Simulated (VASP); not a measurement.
# Al (I4/mmm) in VASP: further runs

One crystal, Al, is run at these levels: PBEsol; tasks: single point.

All numbers are computed with VASP 6.6.1; they aren't measurements. Logs are shortened: lines on timing, memory, paths and dates and some standing lists are left out, and cuts for length are marked.

**1. The structure**

Symmetry: I4/mmm, No. 139, tetragonal system. The conventional cell has a = 3.572 Å, b = 3.572 Å, c = 2.526 Å, α = 90.00°, β = 90.00°, γ = 90.00°. Al (site symmetry 4/mmm) is surrounded by 10 Al at 2.53 to 2.82 Å.

This isn't the form of Al at room conditions, which is fcc.

**2. Single point, PBEsol**

INCAR

```
PREC     = Accurate       # precision mode
ENCUT    = 520            # plane-wave cutoff, eV
EDIFF    = 1E-6           # SCF threshold, eV
ISMEAR   = 0              # smearing method
SIGMA    = 0.15           # smearing width, eV
LREAL    = False          # projectors in reciprocal space
LASPH    = True           # aspherical terms in the spheres
NELM     = 100            # most SCF steps
ALGO     = Fast           # electronic algorithm
ISIF     = 2              # what is computed and relaxed
LWAVE    = False          # write WAVECAR
LCHARG   = True           # write CHGCAR
GGA      = PS             # functional
LELF     = True           # ELF
LVHAR    = True         
NBANDS   = 8              # bands
```

KPOINTS

```
regular mesh
0
Gamma
  24 24 24
```

POSCAR

```
Al
1.0
   -1.7861725054      1.7861725054      1.2628239613
    1.7861725054     -1.7861725054      1.2628239613
    1.7861725054      1.7861725054     -1.2628239613
Al
1
Direct
    0.0000000000      0.0000000000      0.0000000000
```

Potentials or basis: VASP PAW PBE potentials, release 64 (Al).

Run with:

```
cat potpaw_PBE.64/Al/POTCAR > POTCAR
mpirun -np 1 vasp_std > vasp.out
```

OUTCAR:

```text
PREC = Accurate
   ENCUT = 520
   EDIFF = 1E-6
   ISMEAR = 0
   LREAL = False
   LASPH = True
   NELM = 100
   ISIF = 2
   GGA = PS

 ion  position               nearest neighbor table
   1  0.000  0.000  0.000-

  LATTYP: Found a body centered tetragonal cell.
 ALAT       =     3.5723450108
 C/A-ratio  =     0.7070000000

  Lattice vectors:

 A1 = (  -1.7861725054,   1.7861725054,   1.2628239613)
 A2 = (   1.7861725054,  -1.7861725054,   1.2628239613)
 A3 = (   1.7861725054,   1.7861725054,  -1.2628239613)

Analysis of symmetry for initial positions (statically):
=====================================================================
 Subroutine PRICEL returns:
 Original cell was already a primitive cell.

 Routine SETGRP: Setting up the symmetry group for a
 body centered tetragonal supercell.

 Subroutine GETGRP returns: Found 16 space group operations
 (whereof 16 operations were pure point group operations)
 out of a pool of 16 trial point group operations.

The static configuration has the point symmetry D_4h.

Analysis of symmetry for dynamics (positions and initial velocities):
=====================================================================
 Subroutine PRICEL returns:
 Original cell was already a primitive cell.

 Routine SETGRP: Setting up the symmetry group for a
 body centered tetragonal supercell.

 Subroutine GETGRP returns: Found 16 space group operations
 (whereof 16 operations were pure point group operations)
 out of a pool of 16 trial point group operations.

The dynamic configuration has the point symmetry D_4h.

 Subroutine INISYM returns: Found 16 space group operations
 (whereof 16 operations are pure point group operations),
 and found     1 'primitive' translations

----------------------------------------------------------------------------------------

                                     Primitive cell

  volume of cell :      16.1157

  direct lattice vectors                    reciprocal lattice vectors
    -1.786172505  1.786172505  1.262823961     0.000000000  0.279928170  0.395938005
     1.786172505 -1.786172505  1.262823961     0.279928170  0.000000000  0.395938005
     1.786172505  1.786172505 -1.262823961     0.279928170  0.279928170  0.000000000

  length of vectors
     2.824101414  2.824101414  2.824101414     0.484898633  0.484898633  0.395878214

  position of ions in fractional coordinates (direct lattice)
     0.000000000  0.000000000  0.000000000

  ion indices of the primitive-cell ions
   primitive index   ion index
                 1           1

----------------------------------------------------------------------------------------

 KPOINTS: regular mesh

Automatic generation of k-mesh.
 Grid dimensions read from file:
 generate k-points for:   24   24   24

 Generating k-lattice:

  Cartesian coordinates                     Fractional coordinates (reciprocal lattice)
     0.000000000  0.011663674  0.016497417     0.041666667  0.000000000  0.000000000
     0.011663674  0.000000000  0.016497417     0.000000000  0.041666667  0.000000000
     0.011663674  0.011663674  0.000000000     0.000000000  0.000000000  0.041666667

  Length of vectors
     0.020204110  0.020204110  0.016494926

  Shift w.r.t. Gamma in fractional coordinates (k-lattice)
     0.000000000  0.000000000  0.000000000

 Subroutine IBZKPT returns following result:
 ===========================================

 Found   1063 irreducible k-points:

 Following reciprocal coordinates:
            Coordinates               Weight
  0.000000  0.000000  0.000000      1.000000
  0.041667  0.000000  0.000000      8.000000
  0.083333  0.000000 -0.000000      8.000000
  0.125000  0.000000  0.000000      8.000000
  0.166667 -0.000000  0.000000      8.000000
  0.208333 -0.000000  0.000000      8.000000
[... 16 lines left out ...]
  0.416667  0.041667  0.000000     16.000000
  0.458333  0.041667  0.000000     16.000000
 [... further k-points ...]
   k-points           NKPTS =   1063   k-points in BZ     NKDIM =   1063   number of bands    NBANDS=      8
   number of dos      NEDOS =    301   number of ions     NIONS =      1
   total plane-waves  NPLWV =  13824
   dimension x,y,z NGX =    24 NGY =   24 NGZ =   24
   dimension x,y,z NGXF=    48 NGYF=   48 NGZF=   48
   ions per type =               1
   NGX,Y,Z   is equivalent  to a cutoff of  14.13, 14.13, 14.13 a.u.
   NGXF,Y,Z  is equivalent  to a cutoff of  28.26, 28.26, 28.26 a.u.
 SYSTEM =  unknown system
   PREC   = accura    normal or accurate (medium, high low for compatibility)
   ISTART =      0    job   : 0-new  1-cont  2-samecut
   ICHARG =      2    charge: 1-file 2-atom 10-const
   ISPIN  =      1    spin polarized calculation?
   LNONCOLLINEAR =      F non collinear calculations
   LSORBIT =      F    spin-orbit coupling
   LASPH  =      T    aspherical Exc in radial PAW
   ENCUT  =  520.0 eV  38.22 Ry    6.18 a.u.   5.25  5.25  5.25*2*pi/ulx,y,z
   NELM   =    100;   NELMIN=  2; NELMDL= -5     # of ELM steps
   EDIFF  = 0.1E-05   stopping-criterion for ELM
   LREAL  =      F    real-space projection
   EDIFFG = 0.1E-04   stopping-criterion for IOM
   NSW    =      0    number of steps for IOM
   IBRION =     -1    ionic relax: 0-MD 1-quasi-New 2-CG
   NFREE  =      0    steps in history (QN), initial steepest desc. (CG)
   ISIF   =      2    stress and relaxation
   ISYM   =      2    0-nonsym 1-usesym 2-fastsym
   POTIM  = 0.5000    time-step for ionic-motion
   TEBEG  =    0.0;   TEEND  =   0.0 temperature during run
   PSTRESS=    0.0 pullay stress
   NELECT =       3.0000    total number of electrons
   NUPDOWN=      -1.0000    fix difference up-down
   EMIN   =  10.00;   EMAX   =-10.00  energy-range for DOS
   EFERMI =   0.00;   METHOD = LEGACY
   ISMEAR =     0;   SIGMA  =   0.15  broadening in eV -4-tet -1-fermi 0-gaus
   EFERMI_NEDOS =   21; number of points for ismear=-14 and -15
   IALGO  =     68    algorithm
   IMIX   =      4    mixing-type and parameters
     AMIX     =   0.40;   BMIX     =  1.00
     AMIX_MAG =   1.60;   BMIX_MAG =  1.00
  volume/ion in A,a.u.               =      16.12       108.75
  Fermi-wavevector in a.u.,A,eV,Ry     =   0.934757  1.766435 11.888371  0.873771
  Thomas-Fermi vector in A             =   2.061595
   LORBIT       =      0    0 simple, 1 ext, 2 COOP (PROOUT), +10 PAW based schemes
   GGA     = PS    functional components
   LHFCALC =     F    Hartree Fock is set to
   AEXX    =    0.0000 exact exchange contribution
   IVDW    =     0    specifies the selected vdW correction
   LEPSILON=     F    determine dielectric tensor
   LRPA    =     F    only Hartree local field effects (RPA)
 non-spin polarized calculation
 RMM-DIIS sequential band-by-band and
 Gauss-broadening in eV      SIGMA  =   0.15
  energy-cutoff  :      520.00
  volume of cell :       16.12
 maximum number of plane-waves:       457
 NGX is ok and might be reduce to    24

 number of electron       3.0000000 magnetization

 Free energy of the ion-electron system (eV)
  ---------------------------------------------------
  ext. energy  EPLUGINS =         0.00000000
  ---------------------------------------------------
  free energy    TOTEN  =        -3.94350943 eV

  energy without entropy =       -3.93861611  energy(sigma->0) =       -3.94106277

 E-fermi :   8.0690     XC(G=0): -10.3191

 val. band max:        8.0667426031   @ k =  -0.3333   0.4167   0.3333
 cond. band min:       8.0806368026   @ k =  -0.2500  -0.3333   0.1250
 fundamental gap:      0.0138941995
 Fermi energy:         8.0689535461

 k-point     1 :       0.0000    0.0000    0.0000
  band No.  band energies     occupation
      1      -3.1437      2.00000
      2      16.8666      0.00000
      3      18.6764      0.00000
      4      18.6764      0.00000
      5      19.8235      0.00000
      6      26.6106      0.00000
      7      26.6106      0.00000
      8      28.0677      0.00000

 k-point     2 :       0.0417    0.0000    0.0000
  band No.  band energies     occupation
      1      -3.0835      2.00000
      2      16.5711      0.00000
      3      18.3340      0.00000
      4      19.0786      0.00000
      5      20.1674      0.00000
      6      25.8206      0.00000
      7      25.9968      0.00000
      8      28.0436      0.00000

 k-point     3 :       0.0833    0.0000   -0.0000
  band No.  band energies     occupation
      1      -2.9029      2.00000
      2      16.0283      0.00000
      3      17.7460      0.00000
      4      19.9400      0.00000
      5      20.6783      0.00000
      6      24.2996      0.00000
      7      24.7619      0.00000
      8      27.8077      0.00000

 k-point     4 :       0.1250    0.0000    0.0000
  band No.  band energies     occupation
      1      -2.6024      2.00000
      2      15.4981      0.00000
      3      17.1483      0.00000
      4      20.6795      0.00000
      5      20.9899      0.00000
      6      23.0258      0.00000
      7      23.4319      0.00000
      8      27.3034      0.00000

 k-point     5 :       0.1667   -0.0000    0.0000
  band No.  band energies     occupation
      1      -2.1832      2.00000
      2      15.0437      0.00000
      3      16.5476      0.00000
      4      19.5401      0.00000
      5      21.8427      0.00000
      6      22.4723      0.00000
      7      22.6495      0.00000
      8      26.7042      0.00000

 k-point     6 :       0.2083   -0.0000    0.0000
  band No.  band energies     occupation
      1      -1.6463      2.00000
      2      14.6831      0.00000
      3      15.8232      0.00000
      4      18.0706      0.00000
      5      20.8136      0.00000
      6      22.3871      0.00000
      7      23.5909      0.00000
      8      26.3284      0.00000

 k-point     7 :       0.2500    0.0000    0.0000
  band No.  band energies     occupation
      1      -0.9937      2.00000
      2      14.4227      0.00000
      3      14.6901      0.00000
      4      17.0258      0.00000
      5      19.6944      0.00000
      6      21.8618      0.00000
      7      25.0012      0.00000
      8      26.1502      0.00000
[... 133 lines left out ...]
 k-point    20 :       0.2917    0.0417    0.0000
  band No.  band energies     occupation
      1       0.3772      2.00000
      2      12.1001      0.00000
      3      14.5393      0.00000
      4      16.8064      0.00000
      5      17.4751      0.00000
      6      20.5651      0.00000
      7      25.0438      0.00000
      8      26.9353      0.00000

 k-point    21 :       0.3333    0.0417    0.0000
  band No.  band energies     occupation
      1       1.3242      2.00000
      2      10.4484      0.00000
      3      14.5041      0.00000
      4      16.2710      0.00000
      5      17.0228      0.00000
      6      19.9936      0.00000
      7      25.1022      0.00000
      8      28.5550      0.00000

 k-point    22 :       0.3750    0.0417    0.0000
  band No.  band energies     occupation
      1       2.3706      2.00000
      2       8.8584      0.00000
      3      14.5456      0.00000
      4      15.6798      0.00000
      5      16.8239      0.00000
      6      19.5553      0.00000
      7      25.2410      0.00000
      8      29.9142      0.00000

 k-point    23 :       0.4167    0.0417    0.0000
  band No.  band energies     occupation
      1       3.4932      2.00000
      2       7.3768      2.00000
      3      14.5184      0.00000
      4      15.3225      0.00000
      5      16.6819      0.00000
      6      19.3090      0.00000
      7      25.4607      0.00000
      8      29.3819      0.00000

 k-point    24 :       0.4583    0.0417    0.0000
  band No.  band energies     occupation
      1       4.5295      2.00000
      2       6.1743      2.00000
      3      14.2378      0.00000
      4      15.4110      0.00000
      5      16.5449      0.00000
      6      19.2852      0.00000
      7      25.7519      0.00000
      8      28.9491      0.00000

 [... further k-points ...]

------------------------ aborting loop because EDIFF is reached ----------------------------------------

  FORCE on cell =-STRESS in cart. coord.  units (eV):
  Direction    XX          YY          ZZ          XY          YZ          ZX
  --------------------------------------------------------------------------------------
  -------------------------------------------------------------------------------------
  Total        0.0374382      0.0374382      1.7914990      0.0000000      0.0000000      0.0000000
  in kB        3.7219954      3.7219954    178.1055843      0.0000000      0.0000000      0.0000000
  external PRESSURE =      61.8498584 kB  Pullay stress =       0.0000000 kB

 VOLUME and BASIS-vectors are now :
 -----------------------------------------------------------------------------
  energy-cutoff  :      520.00
  volume of cell :       16.12
      direct lattice vectors                 reciprocal lattice vectors
    -1.786172505  1.786172505  1.262823961     0.000000000  0.279928170  0.395938005
     1.786172505 -1.786172505  1.262823961     0.279928170  0.000000000  0.395938005
     1.786172505  1.786172505 -1.262823961     0.279928170  0.279928170  0.000000000

 POSITION                                       TOTAL-FORCE (eV/Angst)
 -----------------------------------------------------------------------------------
      0.00000      0.00000      0.00000         0.000000     -0.000000      0.000000
 -----------------------------------------------------------------------------------
    total drift:                                0.000000      0.000000      0.000000

  FREE ENERGIE OF THE ION-ELECTRON SYSTEM (eV)
  ---------------------------------------------------
  free  energy   TOTEN  =        -3.9435094276 eV

  energy  without entropy=       -3.9386161123  energy(sigma->0) =       -3.94106277
```

Wall time 86 s (1 thread of Intel Xeon Platinum 8259CL at 2.50GHz (Skylake/Cascade Lake), shared host); peak memory 0.23 GiB.

Results:

| Item | Value |
| --- | --- |
| Free energy | -3.9435 eV |
| Pressure | 6.2 GPa |
| Band gap on the k mesh | none (metal or under the smearing width) |

Stress tensor (GPa, compression positive):
```
 0.37  0.00  0.00
 0.00  0.37  0.00
 0.00  0.00 17.81
```

Caveat: the PAW data sets were made with another functional, which shifts forces and pressure a little.

**3. Single point, PBEsol**

This run uses another cell than the first one, of the same volume but with other edges.

INCAR

```
PREC = Accurate
ENCUT = 520
EDIFF = 1E-6
ISMEAR = 0
SIGMA = 0.15
LREAL = False
LASPH = True
NELM = 100
ALGO = Fast
ISIF = 2
LWAVE = False
LCHARG = False
GGA = PS
NBANDS = 8
```

KPOINTS

```
Automatic mesh
0
Gamma
  24 24 24
```

POSCAR

```
Al
1.0
   -1.6360651563      1.6360651563      1.5051799438
    1.6360651563     -1.6360651563      1.5051799438
    1.6360651563      1.6360651563     -1.5051799438
Al
1
Direct
    0.0000000000      0.0000000000      0.0000000000
```

Potentials or basis: VASP PAW PBE potentials, release 64 (Al).

Run with:

```
cat potpaw_PBE.64/Al/POTCAR > POTCAR
mpirun -np 1 vasp_std > vasp.out
```

Wall time 92 s (1 thread of Intel Xeon Platinum 8259CL at 2.50GHz (Skylake/Cascade Lake), shared host); peak memory 0.23 GiB.

Results (log left out):

| Item | Value |
| --- | --- |
| Free energy | -3.9999 eV |
| Pressure | 2.3 GPa |
| Band gap on the k mesh | none (metal or under the smearing width) |

Stress tensor (GPa, compression positive):
```
3.03 0.00 0.00
0.00 3.03 0.00
0.00 0.00 0.69
```

Levels at points of the mesh, in eV from the Fermi level:
```tsv
k point	band 1	band 2	band 3	band 4	band 5	band 6
(0.00, 0.00, 0.00)	-11.29	12.12	14.17	14.17	14.39	14.39
(0.50, 0.00, 0.00)	-4.25	-3.59	7.77	7.87	9.48	11.34
(0.50, 0.50, 0.00)	-4.67	-4.40	9.54	9.61	11.59	12.19
(0.50, 0.50, 0.50)	1.15	1.15	2.50	2.87	3.59	6.46
```

Caveat: the PAW data sets were made with another functional, which shifts forces and pressure a little.

**4. Single point, PBEsol**

INCAR

```
ALGO = Fast
EDIFF = 1E-7
ENCUT = 520
GGA = PS
ISIF = 2
ISMEAR = 0
LASPH = T
LCHARG = F
LREAL = F
LWAVE = F
NBANDS = 8
NELM = 100
PREC = Accurate
SIGMA = 0.15
```

KPOINTS

```
k-points
0
Gamma
  24 24 24
```

POSCAR

```
Al
1.0
   -1.7286152379      1.7286152379      1.3483198855
    1.7286152379     -1.7286152379      1.3483198855
    1.7286152379      1.7286152379     -1.3483198855
Al
1
Direct
    0.0000000000      0.0000000000      0.0000000000
```

Potentials or basis: VASP PAW PBE potentials, release 64 (Al).

Run with:

```
cat potpaw_PBE.64/Al/POTCAR > POTCAR
mpirun -np 1 vasp_std > vasp.out
```

OUTCAR:

```text
EDIFF = 1E-7
   ENCUT = 520
   GGA = PS
   ISIF = 2
   ISMEAR = 0
   LASPH = T
   LREAL = F
   NELM = 100
   PREC = Accurate

 ion  position               nearest neighbor table
   1  0.000  0.000  0.000-

  LATTYP: Found a body centered tetragonal cell.
 ALAT       =     3.4572304758
 C/A-ratio  =     0.7800000000

  Lattice vectors:

 A1 = (  -1.7286152379,   1.7286152379,   1.3483198855)
 A2 = (   1.7286152379,  -1.7286152379,   1.3483198855)
 A3 = (   1.7286152379,   1.7286152379,  -1.3483198855)

[... 445 lines left out ...]

 [... further k-points ...]

------------------------ aborting loop because EDIFF is reached ----------------------------------------

  FORCE on cell =-STRESS in cart. coord.  units (eV):
  Direction    XX          YY          ZZ          XY          YZ          ZX
  --------------------------------------------------------------------------------------
  -------------------------------------------------------------------------------------
  Total        0.2260590      0.2260590      0.5828052      0.0000000      0.0000000      0.0000000
  in kB       22.4741286     22.4741286     57.9407863      0.0000000      0.0000000      0.0000000
  external PRESSURE =      34.2963478 kB  Pullay stress =       0.0000000 kB

 VOLUME and BASIS-vectors are now :
 -----------------------------------------------------------------------------
  energy-cutoff  :      520.00
  volume of cell :       16.12
      direct lattice vectors                 reciprocal lattice vectors
    -1.728615238  1.728615238  1.348319886     0.000000000  0.289248868  0.370831881
     1.728615238 -1.728615238  1.348319886     0.289248868  0.000000000  0.370831881
     1.728615238  1.728615238 -1.348319886     0.289248868  0.289248868  0.000000000

 POSITION                                       TOTAL-FORCE (eV/Angst)
 -----------------------------------------------------------------------------------
      0.00000      0.00000      0.00000        -0.000000     -0.000000      0.000000
 -----------------------------------------------------------------------------------
    total drift:                                0.000000      0.000000     -0.000000

  FREE ENERGIE OF THE ION-ELECTRON SYSTEM (eV)
  ---------------------------------------------------
  free  energy   TOTEN  =        -4.0063729374 eV

  energy  without entropy=       -4.0010320952  energy(sigma->0) =       -4.00370252
```

Run time: 98 s. Hardware: 1 thread of Intel Xeon Platinum 8259CL at 2.50GHz (Skylake/Cascade Lake), shared host; peak memory 0.23 GiB.

Results:

| Item | Value |
| --- | --- |
| Free energy | -4.0064 eV |
| Pressure | 3.4 GPa |
| Band gap on the k mesh | none (metal or under the smearing width) |

Levels at points of the mesh, in eV from the Fermi level:
| k point | band 1 | band 2 | band 3 | band 4 |
| --- | --- | --- | --- | --- |
| (0.00, 0.00, 0.00) | -11.24 | 9.94 | 12.09 | 12.09 |
| (0.50, 0.00, 0.00) | -3.78 | -2.73 | 7.03 | 7.37 |
| (0.50, 0.50, 0.00) | -5.33 | -5.05 | 12.72 | 12.91 |
| (0.50, 0.50, 0.50) | -0.13 | -0.13 | 1.27 | 1.82 |

Caveat: the PAW data sets were made with another functional, which shifts forces and pressure a little.
